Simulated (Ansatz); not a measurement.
# MgO: RPA correlation against response cutoff

RPA correlation energy a cell on Kohn-Sham orbitals, extrapolated from a short ladder of response cutoffs, so that it still moves with the top cutoff, by eV on d, semicore and core shells, all electrons in the bands correlated, with its value at the highest cutoff run. The results are calculated, by Ansatz 0.2.0-dev.

Structure of every row (space group Fm-3m, No. 225):
```
MgO
1.0
      0.0000     2.0770     2.0770
      2.0770     0.0000     2.0770
      2.0770     2.0770     0.0000
Mg O
1 1
Direct
  0.00000 0.00000 0.00000
  0.50000 0.50000 0.50000
```

Settings of every row: orbitals functional PBE; datasets norm_conserving; wave cutoff 1240 eV; k mesh 4x4x4; correlated electrons 16; long wavelength term neglected; core valence term semilocal.

Limits: coarse mesh, values belong to these settings and can lie far from the converged crystal; core-valence exchange is approximate on these files; semicore, core, d or f shells correlated, value can fall a third or half short of the basis limit.

| row | response cutoff (eV) | RPA correlation (eV) | correlation at top cutoff (eV) |
| --- | --- | --- | --- |
| 1 | 250 | -20.9862 | -17.4205 |
| 2 | 400 | ? | ? |
| 3 | 600 | -24.4318 | -22.2181 |
| 4 | 750 | -24.8136 | -22.9797 |

Question: what RPA correlation should row 2 give?

Worked fit of RPA correlation. The number of plane waves in the response grows as the cutoff to the power 3/2, and the result approaches its limit about as the inverse of that number, so take t = (100 eV / cutoff)^(3/2). The shown rows have t = 0.25298, 0.06804, 0.04869. Their means are 0.12324 and -23.4105 eV; the sums about the means are S_tt = 0.02544 and S_ty = 0.4755, whose ratio is the slope. Least squares give RPA correlation = −25.71423 + 18.69331 × t eV. The rows lie off it by -0.0010, 0.0105, -0.0095 (root mean square 0.0082 eV). The constant, -25.7142 eV, estimates the limit in this one setting, with the others as listed. The withheld row has t = 0.125, so the fit gives −25.71423 + 18.69331 × (0.125) = -23.3776 eV.

The calculation gave -23.3001 eV. The fit lies 0.0775 eV (2 % of the column's range) below it; its largest miss of a shown row is 0.0105 eV.

The other values of row 2: correlation at top cutoff -20.3587 eV.
